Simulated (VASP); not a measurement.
**CaSe: single point with PBE**

**Experimental background.**

A printed reference work, monograph, original work of 1988 reports, for a bulk crystal of CaSe at 2 K: band gap 3.85 eV (indirect).

The system is CaSe.

```
Ca Se
1.0
     0.00000    2.97922    2.97922
     2.97922    0.00000    2.97922
     2.97922    2.97922    0.00000
Ca Se
1 1
Direct
  0.00000 0.00000 0.00000
  0.50000 0.50000 0.50000
```

```yaml
Program: VASP 6.6.1
Task: single point
Functional: PBE
Potentials_or_basis: VASP PAW PBE potentials, release 64 (Ca_sv, Se)
Cutoff: 520 eV
k_mesh: 7 × 7 × 7
Occupations: fermi-dirac, width 0.02 eV
Spin: no spin polarisation
Dipole_correction: no
Further_INCAR_settings: ALGO = Normal; EDIFF = 1e-07; NBANDS = 15
```

```
Pressure               : 0.2 GPa
Band gap on the k mesh : 2.13 eV, indirect (least direct gap 3.02 eV)
```

Levels at points of the mesh, in eV from the valence-band top:
| k point | band 6 | band 7 | band 8 | band 9 | band 10 | band 11 |
| --- | --- | --- | --- | --- | --- | --- |
| (0.00, 0.00, 0.00) | 0.00 | 0.00 | 0.00 | 3.23 | 3.71 | 3.71 |

Run time: 7.3 s on 1 thread of Intel(R) Xeon(R) 6975P-C (Granite Rapids), with other jobs on the host, peak memory 0.17 GiB.

Against the measured gap of CaSe, 3.85 eV (indirect; 2 K; a printed reference work, monograph, original work of 1988), the calculated 2.13 eV is off by -1.72 eV. Spin-orbit coupling on Se is left out. The value is that of PBE on a finite k mesh, which can miss the band edges, without temperature or zero-point motion. Semilocal functionals fall short of measured gaps as a rule.
